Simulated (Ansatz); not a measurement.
# AgI: testing the settings of Wannier runs

Aim: run 3 Wannier inputs for AgI as typed, and read from each log whether it ends well.

The COD entry's cell or inner coordinates are ideal or old and differ from later refinements, so a difference from it is no clean test against experiment.

Method: plane waves, PAW; the settings change from run to run, as each input shows, in Ansatz 0.2.0.

3 further runs of the same task are left out: 3 that didn't finish.

### 1 The starting structure

It takes space group F-43m (No. 216, cubic). The conventional cell has a = 6.577 Å, b = 6.577 Å, c = 6.577 Å, α = 90.00°, β = 90.00°, γ = 90.00°. Ag (site symmetry -43m) has 4 I at 2.85 Å as nearest neighbours. I (site symmetry -43m) has 4 Ag at 2.85 Å as nearest neighbours.

As a file:

```xyz
2
Lattice="0.0000 3.2886 3.2886 3.2886 0.0000 3.2886 3.2886 3.2886 0.0000" Properties=species:S:1:pos:R:3 pbc="T T T"
Ag    0.0000    0.0000    0.0000
I     1.6443    1.6443    1.6443
```

The cell was relaxed beforehand with r2SCAN; those runs aren't shown. No run includes spin-orbit coupling, which matters for I.

### 2 Input 1

input.yaml

```yaml
crystal:
  lattice:
    - [0.0, 3.2886328091, 3.2886328091]
    - [3.2886328091, 0.0, 3.2886328091]
    - [3.2886328091, 3.2886328091, 0.0]
  atoms:
    - { symbol: Ag, position: [0.0, 0.0, 0.0] }
    - { symbol: I, position: [0.25, 0.25, 0.25] }
kpoints:
  mp_grid: { grid: [6, 6, 6] }
  band_path:
    path:
      - [[0.0, 0.0, 0.0], [-0.5, -0.5, -4.958045319059e-34], [-0.375, -0.375, 0.25]]
      - [[-0.375, 1.927793027543e-17, 0.375], [0.0, 0.0, 0.0], [-1.280265731727e-17, -1.280265731727e-17, 0.5], [-0.5, -0.25, 0.25], [-0.5, -0.5, -4.958045319059e-34]]
    npoints: 10
hamiltonian:
  xc: r2scan
scf:
  occupations: { method: fixed }
  n_extra_bands: 8
output:
  forces: false
  stress: false
  eigenvalues: true
  wannier:
    kmesh: [4, 4, 4]
    projections:
      - { species: I, l: s, shell: 5 }
      - { species: I, l: p, shell: 5 }
      - { species: Ag, l: s, shell: 5 }
      - { species: Ag, l: p, shell: 5 }
    minimise: true
    write_hr: true
    conv_tol: 1.0e-08
    max_iter: 3000
    disentanglement: { window: [-20.03, 23.79], frozen_window: [-2.03, 9.29] }
  write_density: true
  write_potential: true
  elf: true
  volumetric_format: npy
```

Run with:

```bash
$ ansatz run input.yaml --threads 4 --pin off --max-ram 3686MiB --backend cpu --events-out ev --progress --plain --runs-dir out
```

Output:

```text
Warning: RAYON_NUM_THREADS=4 ignored (pool sized by the plan → 4); use --threads N
Ag: the file doesn't list 5p, so it is added from the neutral free atom; the dataset's partial waves leave at most 1.1e-2 of an orbital's norm unspanned inside its sphere
scf.n_extra_bands = 8 over 18 filled bands (N_el = 36.0): the run solves 26 bands
Engine: ansatz 0.2.0, aarch64-unknown-linux-gnu
Pseudopotentials: kind: paw
Pseudopotential: Ag, paw, valence charge 19, recommended cutoff 500 eV (meta_gga), Ag.paw.azcp
Pseudopotential: I, paw, valence charge 17, recommended cutoff 500 eV (meta_gga), I.paw.azcp
Functional definition: r2SCAN
  parameter k0 = 0.174
  parameter k1 = 0.065
  parameter a1 = 4.9479
  exchange = r2scan_x(k0 = k0, k1 = k1, a1 = a1)
  correlation = r2scan_c
Crystal: 2 atoms, lattice volume = 71.134 Å³
Basis set: ecut = 500 eV, 1807 PW (Γ), exchange–correlation on 144×144×144 points (64 copies of the dense FFT grid, shifted against one another)
Bands: 26, of which v1, the nominal top of the filled ones, is band 18 counted from 1 (17 counted from 0)
Symmetry: 24 space group operations
Space group: F-43m (ITA 216), of the structure as read, at distance tolerance 4.1e-5 Å
k-points: 16 of 216 (time reversal used)
Non-local potential: Ag, projectors of the file, l = 0: 3, l = 1: 2, l = 2: 2, l = 3: 1
Non-local potential: I, projectors of the file, l = 0: 2, l = 1: 2, l = 2: 2, l = 3: 2
PAW form: soft (Blöchl's): semilocal exchange-correlation on the pseudo side does not see the compensation charge
PAW frozen core: Ag, regenerated for the run's functional (the file was generated under x = pbe(κ = 0.804, μ = 0.2195149727645171), c = pbe(β = 0.06672455060314922))
PAW frozen core: I, regenerated for the run's functional (the file was generated under x = pbe(κ = 0.804, μ = 0.2195149727645171), c = pbe(β = 0.06672455060314922))
PAW one-centre angular grid: Ag, 590 points (default); XC on 160 Gauss nodes
PAW one-centre angular grid: I, 590 points (default); XC on 160 Gauss nodes
Initial density: superposition of atomic densities (neutral atoms: chi_scale 0, normalization atom), corrected by the library's trained network
Initial wavefunctions: pseudopotential atomic-orbital guess
Functional: x = r2scan, c = r2scan; τ floored in thin density (d = 2e-4 eV/Å³)
SCF iter   1: F=—  HF=-15132.584766 eV  |F-HF|=—  |Δ(HF+E_count)|=         —  Δρ=5.96e-3  dr2=2.32e-2  dr2_τ=3.38e-3  ethr=1.77e-3  ⟨swp⟩=5.2  Hψ=1616  notcnv=0  defer=93
preconditioner: auto → none  [insulator: Δε(μ)=1.834 eV  Ē_g=12.691 eV  n_scr=14 (ndim 8)  ℏωp=18.7 eV  f_vac=0.233  ε∞_Penn≈3.2]
SCF iter   2: F=—  HF=-15132.584088 eV  |F-HF|=—  |Δ(HF+E_count)|=   6.78e-4  Δρ=3.60e-3  dr2=5.74e-3  dr2_τ=1.00e-3  ethr=6.45e-5  ⟨swp⟩=3.9  Hψ=895  notcnv=0  defer=93
SCF iter   3: F=—  HF=-15132.582991 eV  |F-HF|=—  |Δ(HF+E_count)|=   1.10e-3  Δρ=1.55e-3  dr2=6.84e-4  dr2_τ=8.64e-5  ethr=1.59e-5  ⟨swp⟩=3.0  Hψ=545  notcnv=0  defer=93
SCF iter   4: F=—  HF=-15132.583342 eV  |F-HF|=—  |Δ(HF+E_count)|=   3.51e-4  Δρ=2.35e-4  dr2=3.53e-5  dr2_τ=3.91e-6  ethr=1.90e-6  ⟨swp⟩=2.0  Hψ=545  notcnv=0  defer=93
SCF iter   5: F=—  HF=-15132.583341 eV  |F-HF|=—  |Δ(HF+E_count)|=   8.50e-7  Δρ=5.84e-5  dr2=1.76e-6  dr2_τ=9.83e-8  ethr=9.80e-8  ⟨swp⟩=2.6  Hψ=561  notcnv=0  defer=93
SCF iter   6: F=-15132.583341 eV  HF=-15132.583341 eV  |F-HF|=1.39e-8  |Δ(HF+E_count)|=   3.97e-7  Δρ=7.95e-6  dr2=3.26e-8  dr2_τ=6.36e-9  ethr=2.78e-10  ⟨swp⟩=8.8  Hψ=2522  notcnv=0
SCF 1 converged in 6 iterations: F = -15132.583341 eV  dr2 = 3.26e-8
NSCF: frozen V_eff on 62 k-points
NSCF: frozen V_eff on 10 k-points
the Wannier pass solved 10 of the 64 points of its mesh, and has the states at the others by symmetry: states obtained by the crystal's operations at points that were solved too leave a residual of 4.41e-13 eV (read by the count's bands and the next), within 6.67e-6 eV
NSCF: frozen V_eff on 10 k-points
the Wannier pass solved 10 of the 64 points of its mesh, and has the states at the others by symmetry: states obtained by the crystal's operations at points that were solved too leave a residual of 2.83e-13 eV (read by the count's bands and the next), within 6.67e-6 eV
NSCF: frozen V_eff on 10 k-points
the Wannier pass solved 10 of the 64 points of its mesh, and has the states at the others by symmetry: states obtained by the crystal's operations at points that were solved too leave a residual of 3.76e-13 eV (read by the count's bands and the next), within 6.67e-6 eV
SCF converged after 6 iterations
Free energy (F): -15132.583341 eV
Harris-Foulkes:  -15132.583341 eV  (|F-HF|=1.39e-8)
Internal energy: -15132.583341 eV  (E = F + TS)
E sigma→0 (E₀):  -15132.583341 eV
Fermi energy:    5.969153 eV
--- Per-component energies (eV) ---
  E_band       = -829.049219
  E_kinetic    = 716.704239
  E_local      = -5596.657493  (includes V_loc(G=0)·N_el)
  E_nonlocal   = -5.994181
  E_hartree    = 2644.780636
  E_xc         = -297.274492
  E_vxc        = -399.794337  (∫ρ·V_xc dr)
  E_paw        = -8764.379104  (= ΣΔE_a)
  E_vpaw       = -859.920552  (= ΣTr[D̂ρ^β])
  E_aug_tail   = 0.000034  (compensation charges beyond the density's cutoff)
  E_vtau       = 27.038785  (kinetic-family band-sum trace: ∫τ·v_τ [+ j·A + Jᵃ·Aᵃ] dr)
  E_ewald      = -3829.326723
  E_core_change = -0.436258  (= ΣΔE_core)
  E_smearing   = -0.000000  (= −TS)
  E_closure    = -0.000000  (closes the sum)
  Σ components = -15132.583341   (vs F -15132.583341, Δ=0.00e0)
--- Band table (eV; the first three rows and the last of 16) ---
  k-point 0: bands = ["-86.8563", "-49.5203", "-49.5203", "-49.5203", "-39.6016", "-39.6016", "-39.6016", "-39.5969", "-39.5969", "-6.9957", "1.8649", "1.8649", "1.8649", "3.0112", "3.0112", "5.9692", "5.9692", "5.9692", "7.7917", "12.3301", "12.3301", "12.3301", "15.2933", "16.5694", "16.5694", "17.4942"]
  k-point 1: bands = ["-86.8563", "-49.5203", "-49.5203", "-49.5203", "-39.6016", "-39.6016", "-39.6016", "-39.5969", "-39.5969", "-6.9300", "1.8440", "1.9104", "1.9104", "3.0071", "3.0071", "5.0320", "5.7955", "5.7955", "8.6261", "11.9750", "12.5986", "12.5986", "15.7592", "15.7592", "16.0458", "17.3299"]
  k-point 2: bands = ["-86.8563", "-49.5204", "-49.5203", "-49.5203", "-39.6017", "-39.6015", "-39.6015", "-39.5968", "-39.5968", "-6.7933", "1.8881", "1.9978", "1.9978", "3.0191", "3.0191", "3.7685", "5.4593", "5.4593", "9.2030", "12.6114", "12.7929", "12.7929", "15.4792", "16.1328", "16.1328", "19.8901"]
  k-point 15: bands = ["-86.8563", "-49.5204", "-49.5204", "-49.5203", "-39.6018", "-39.6016", "-39.6015", "-39.5969", "-39.5968", "-6.6315", "1.8328", "2.2808", "2.3623", "3.0057", "3.2448", "3.2827", "4.0437", "4.3860", "10.8533", "10.9027", "13.7937", "13.8383", "16.4690", "18.1374", "18.2135", "18.3407"]
WARN: one of the run's output files is refused, and neither it nor the files that depend on it are written in full: <dir> frozen window holds 9 > num_wann = 8 bands at ik = 0 (ik counts from 0, the k-points of the .win, .mmn and .eig files from 1)
Error: frozen window holds 9 > num_wann = 8 bands at ik = 0 (ik counts from 0, the k-points of the .win, .mmn and .eig files from 1)
```

It took 8.1 s on 4 threads of Arm Neoverse V1, shared host; peak memory 0.52 GiB.

What is wrong: It ended in an error. The frozen window holds more states than there are functions. Cure: project on all shells that make up the frozen bands, or narrow the frozen window.

### 3 Input 2

input.yaml: that of step 2 with these lines changed.

```diff
@@ -16,6 +16,6 @@
 hamiltonian:
-  xc: r2scan
+  xc: pbe
 scf:
   occupations: { method: fixed }
-  n_extra_bands: 8
+  n_extra_bands: 6
 output:
@@ -26,7 +26,3 @@
     kmesh: [4, 4, 4]
-    projections:
-      - { species: I, l: s, shell: 5 }
-      - { species: I, l: p, shell: 5 }
-      - { species: Ag, l: s, shell: 5 }
-      - { species: Ag, l: p, shell: 5 }
+    projections: []
     minimise: true
@@ -34,7 +30,2 @@
     conv_tol: 1.0e-08
-    max_iter: 3000
-    disentanglement: { window: [-20.03, 23.79], frozen_window: [-2.03, 9.29] }
-  write_density: true
-  write_potential: true
-  elf: true
-  volumetric_format: npy
+    max_iter: 1000
```

Run with:

```bash
$ ansatz run input.yaml --threads 4 --pin off --max-ram 3686MiB --backend cpu --events-out ev --progress --plain --runs-dir out
```

Output:

```text
Error: invalid value for `output.wannier.projections`: must list at least one trial orbital
```

Run time: 0.05 s. Hardware: 4 threads of Arm Neoverse V1, shared host; peak memory 0.076 GiB.

Diagnosis: Refused before any calculation. No trial orbital is listed. Cure: list the trial orbitals.

### 4 Input 3

input.yaml: that of step 3 with these lines changed.

```diff
@@ -19,3 +19,3 @@
   occupations: { method: fixed }
-  n_extra_bands: 6
+  n_extra_bands: 8
 output:
@@ -26,3 +26,7 @@
     kmesh: [4, 4, 4]
-    projections: []
+    projections:
+      - { species: I, l: s, shell: 5 }
+      - { species: I, l: p, shell: 5 }
+      - { species: Ag, l: s, shell: 5 }
+      - { species: Ag, l: p, shell: 5 }
     minimise: true
@@ -31 +35,2 @@
     max_iter: 1000
+    disentanglement: { window: [-3.14, 20.69], frozen_window: [3.16, 9.39] }
```

Run with:

```bash
$ ansatz run input.yaml --threads 4 --pin off --max-ram 3686MiB --backend cpu --events-out ev --progress --plain --runs-dir out
```

Output:

```text
Warning: RAYON_NUM_THREADS=4 ignored (pool sized by the plan → 4); use --threads N
Ag: the file doesn't list 5p, so it is added from the neutral free atom; the dataset's partial waves leave at most 1.1e-2 of an orbital's norm unspanned inside its sphere
scf.n_extra_bands = 8 over 18 filled bands (N_el = 36.0): the run solves 26 bands
[... 2 set-up lines as earlier in the session ...]
Pseudopotential: Ag, paw, valence charge 19, recommended cutoff 420 eV (normal), Ag.paw.azcp
Pseudopotential: I, paw, valence charge 17, recommended cutoff 420 eV (normal), I.paw.azcp
Functional definition: PBE
  parameter kappa = 0.804
  parameter beta = 0.06672455060314922
  exchange = pbe_x(kappa = kappa, mu = beta*pi^2/3)
  correlation = pbe_c(beta = beta)
Crystal: 2 atoms, lattice volume = 71.134 Å³
Basis set: ecut = 420 eV, 1411 PW (Γ)
Bands: 26, of which v1, the nominal top of the filled ones, is band 18 counted from 1 (17 counted from 0)
[... 2 set-up lines as earlier in the session ...]
k-points: 16 of 216 (time reversal used)
[... 3 set-up lines as earlier in the session ...]
PAW one-centre angular grid: Ag, 590 points (default); XC on 64 Gauss nodes
PAW one-centre angular grid: I, 590 points (default); XC on 64 Gauss nodes
[... 2 set-up lines as earlier in the session ...]
Functional: x = pbe(κ = 0.804, μ = 0.2195149727645171), c = pbe(β = 0.06672455060314922)
SCF iter   1: F=—  HF=-15104.003057 eV  |F-HF|=—  |Δ(HF+E_count)|=         —  Δρ=9.01e-4  dr2=1.12e-3  ethr=1.77e-3  ⟨swp⟩=5.4  Hψ=1612  notcnv=0  defer=91
preconditioner: auto → none  [insulator: Δε(μ)=1.336 eV  Ē_g=12.032 eV  n_scr=14 (ndim 8)  ℏωp=18.7 eV  f_vac=0.234  ε∞_Penn≈3.4]
SCF iter   2: F=—  HF=-15104.003035 eV  |F-HF|=—  |Δ(HF+E_count)|=   2.21e-5  Δρ=5.87e-4  dr2=2.21e-4  ethr=3.10e-6  ⟨swp⟩=2.9  Hψ=825  notcnv=0  defer=95
SCF iter   3: F=—  HF=-15104.003083 eV  |F-HF|=—  |Δ(HF+E_count)|=   4.87e-5  Δρ=2.82e-4  dr2=5.07e-5  ethr=6.15e-7  ⟨swp⟩=2.0  Hψ=674  notcnv=0  defer=93
SCF iter   4: F=—  HF=-15104.003104 eV  |F-HF|=—  |Δ(HF+E_count)|=   2.03e-5  Δρ=8.88e-5  dr2=2.85e-6  ethr=1.41e-7  ⟨swp⟩=2.0  Hψ=520  notcnv=0  defer=93
iter 5 did not close the SCF: its close was put off for the readings that it lacked (scf_convergence_deferred on its scf_iter line)
SCF iter   5: F=-15104.003117 eV  HF=-15104.003117 eV  |F-HF|=2.90e-7  |Δ(HF+E_count)|=   1.35e-5  Δρ=1.20e-5  dr2=8.42e-8  ethr=7.91e-9  ⟨swp⟩=2.0  Hψ=534  notcnv=0  defer=94
SCF iter   6: F=-15104.003118 eV  HF=-15104.003118 eV  |F-HF|=9.76e-9  |Δ(HF+E_count)|=   3.55e-7  Δρ=2.25e-6  dr2=2.36e-9  ethr=2.34e-10  ⟨swp⟩=8.0  Hψ=2231  notcnv=0
SCF 1 converged in 6 iterations: F = -15104.003118 eV  dr2 = 2.36e-9
NSCF: frozen V_eff on 62 k-points
NSCF: frozen V_eff on 10 k-points
the Wannier pass solved 10 of the 64 points of its mesh, and has the states at the others by symmetry: states obtained by the crystal's operations at points that were solved too leave a residual of 4.23e-13 eV (read by the count's bands and the next), within 6.67e-6 eV
NSCF: frozen V_eff on 10 k-points
the Wannier pass solved 10 of the 64 points of its mesh, and has the states at the others by symmetry: states obtained by the crystal's operations at points that were solved too leave a residual of 3.06e-13 eV (read by the count's bands and the next), within 6.67e-6 eV
SCF converged after 6 iterations
Free energy (F): -15104.003118 eV
Harris-Foulkes:  -15104.003118 eV  (|F-HF|=9.76e-9)
Internal energy: -15104.003118 eV  (E = F + TS)
E sigma→0 (E₀):  -15104.003118 eV
Fermi energy:    6.255669 eV
--- Per-component energies (eV) ---
  E_band       = -794.177692
  E_kinetic    = 716.551335
  E_local      = -5592.641195  (includes V_loc(G=0)·N_el)
  E_nonlocal   = -7.995045
  E_hartree    = 2641.821984
  E_xc         = -311.293716
  E_vxc        = -361.242177  (∫ρ·V_xc dr)
  E_paw        = -8721.120035  (= ΣΔE_a)
  E_vpaw       = -832.495900  (= ΣTr[D̂ρ^β])
  E_aug_tail   = 0.000277  (compensation charges beyond the density's cutoff)
  E_ewald      = -3829.326723
  E_smearing   = -0.000000  (= −TS)
  E_closure    = -0.000000  (closes the sum)
  Σ components = -15104.003118   (vs F -15104.003118, Δ=0.00e0)
--- Band table (eV; the first three rows and the last of 16) ---
  k-point 0: bands = ["-84.1480", "-47.6653", "-47.6653", "-47.6653", "-38.4336", "-38.4336", "-38.4336", "-38.4309", "-38.4309", "-6.3471", "2.2596", "2.2596", "2.2596", "3.3471", "3.3471", "6.2557", "6.2557", "6.2557", "7.5964", "12.0876", "12.0876", "12.0876", "15.1323", "16.3621", "16.3621", "17.2934"]
  k-point 1: bands = ["-84.1480", "-47.6653", "-47.6653", "-47.6653", "-38.4336", "-38.4336", "-38.4336", "-38.4309", "-38.4309", "-6.2843", "2.2308", "2.3031", "2.3031", "3.3429", "3.3429", "5.2832", "6.0834", "6.0834", "8.4569", "11.8127", "12.3517", "12.3517", "15.6066", "15.6066", "15.9008", "17.1560"]
  k-point 2: bands = ["-84.1480", "-47.6654", "-47.6653", "-47.6653", "-38.4337", "-38.4336", "-38.4336", "-38.4309", "-38.4309", "-6.1536", "2.2538", "2.3857", "2.3857", "3.3547", "3.3547", "4.0660", "5.7518", "5.7518", "9.0062", "12.5128", "12.5853", "12.5853", "15.4104", "15.9282", "15.9282", "19.4889"]
  k-point 15: bands = ["-84.1480", "-47.6654", "-47.6653", "-47.6653", "-38.4338", "-38.4336", "-38.4336", "-38.4309", "-38.4308", "-5.9991", "2.2011", "2.6323", "2.7331", "3.3409", "3.5755", "3.5913", "4.3627", "4.7035", "10.6776", "10.8961", "13.5391", "13.7255", "16.0275", "17.7892", "17.9370", "18.0284"]
Error: a combination of the trial orbitals is all but absent from the optimal subspace at ik = 0: its weight there is 1.8e-15 of the largest combination's or less, which the computation cannot tell from zero, so that the projections give no starting gauge (the trial orbitals are those of output.wannier.projections, and ik = 0 is k-point 1 of the .win and .amn files); move output.wannier.disentanglement.frozen_window, whose bands are always kept in the subspace
```

It took 4.2 s on 4 threads of Arm Neoverse V1, shared host; peak memory 0.35 GiB.

**Diagnosis.** It ended in an error. Some combination of the trial orbitals has almost no weight, at one k point, in the states chosen from the window. To mend it, choose trial orbitals that match the bands, or move the windows as the message advises.

### 5 How the runs ended

| input | settings | ended | fault | time |
| --- | --- | --- | --- | --- |
| 1 | r2SCAN, 8 functions, 4×4×4, window -20.03 to 23.79 eV, frozen -2.03 to 9.29 eV | stopped by an error | the frozen window holds more states than there are functions | 8.1 s |
| 2 | PBE, 0 functions, 4×4×4 | refused | no trial orbital is listed | 0.05 s |
| 3 | PBE, 8 functions, 4×4×4, window -3.14 to 20.69 eV, frozen 3.16 to 9.39 eV | stopped by an error | some combination of the trial orbitals has almost no weight, at one k point, in the states chosen from the window | 4.2 s |

2 stopped by an error, 1 refused. No run passed without a fault or warning, so no result is quoted.
